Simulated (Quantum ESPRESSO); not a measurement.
# NiO in Quantum ESPRESSO: the effect of functional

Crystal: NiO.

```xyz
2
Lattice="0.0000 2.0859 2.0859 2.0859 0.0000 2.0859 2.0859 2.0859 0.0000" Properties=species:S:1:pos:R:3 pbc="T T T"
Ni    0.0000    0.0000    0.0000
O     2.0859    2.0859    2.0859
```

Alike in all runs:

```yaml
Program: Quantum ESPRESSO 7.5
Cutoff: 612 eV
Density_cutoff: 4898 eV
k_mesh: 4 × 4 × 4, shifted
Occupations: fermi-dirac, width 0.05 eV
Spin: collinear spin, ferromagnetic start
Starting_moments: "[1.0, 0.0] μB"
```

Each run relaxes the cell or the atoms first.

**Question.** One run gave: relaxed volume 9.24 Å³/atom. Which functional did it use?
A. PW91
B. WC
C. PBE
D. LDA
E. revPBE

**Answer.** E.

```csv
functional,potentials or basis,relaxed volume (Å³/atom)
LDA,GBRV 1.5 LDA,8.32
PBE,GBRV 1.5 PBE,9.04
PBEsol,GBRV 1.5 PBEsol,8.62
PW91,GBRV 1.5 PBE,9.01
WC,GBRV 1.5 PBE,8.66
revPBE,GBRV 1.5 PBE,9.24
```

Caveats: all runs use coarse meshes; a cell with one magnetic atom can't hold antiferromagnetic order, which such compounds often take (some runs); some modes are imaginary (some runs); the potentials were made for another functional, which shifts forces and pressure (some runs).

Not every run made on this cell is shown here.
